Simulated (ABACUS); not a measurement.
BAs:

```
CELL_PARAMETERS angstrom
3.37785 0.00000 0.00000
1.68892 2.92530 0.00000
1.68892 0.97510 2.75800
ATOMIC_POSITIONS crystal
As 0.75000 0.75000 0.75000
B 0.00000 0.00000 0.00000
```

```yaml
Program: ABACUS 3.10.1
Task: relaxation of cell and atoms
Functional: RPBE
Potentials_or_basis: SPMS ONCV 1.0 PBE
Cutoff: 1143 eV
Density_cutoff: 4572 eV
Basis: plane waves
k_mesh: 8 × 8 × 8
Occupations: fermi-dirac, width 0.05 eV
Spin: no spin polarisation
```

At the start: pressure 5.1 GPa; volume 13.63 Å³/atom.

Where does the relaxation end?

Over 3 steps the energy falls by 8.2 meV/atom and the volume is 14.16 Å³/atom (+3.9 %); space group F-43m (No. 216, to 0.05 Å).

Step by step:
| step | energy change (eV) | largest force (eV/Å) | pressure (GPa) | volume (Å³) |
| --- | --- | --- | --- | --- |
| 1 | 0.0000 | 0.0000 | 5.12 | 27.25 |
| 2 | -0.0088 | 0.0000 | -3.15 | 29.07 |
| 3 | -0.0164 | 0.0000 | 0.01 | 28.32 |

Final structure:
```
As B
1.0
     3.42119    0.00000    0.00000
     1.71060    2.96284    0.00000
     1.71060    0.98761    2.79339
As B
1 1
Cartesian
  5.1318 2.9628 2.0950
  0.0000 0.0000 0.0000
```

Caveat: the potentials were made for another functional, which shifts forces and pressure.
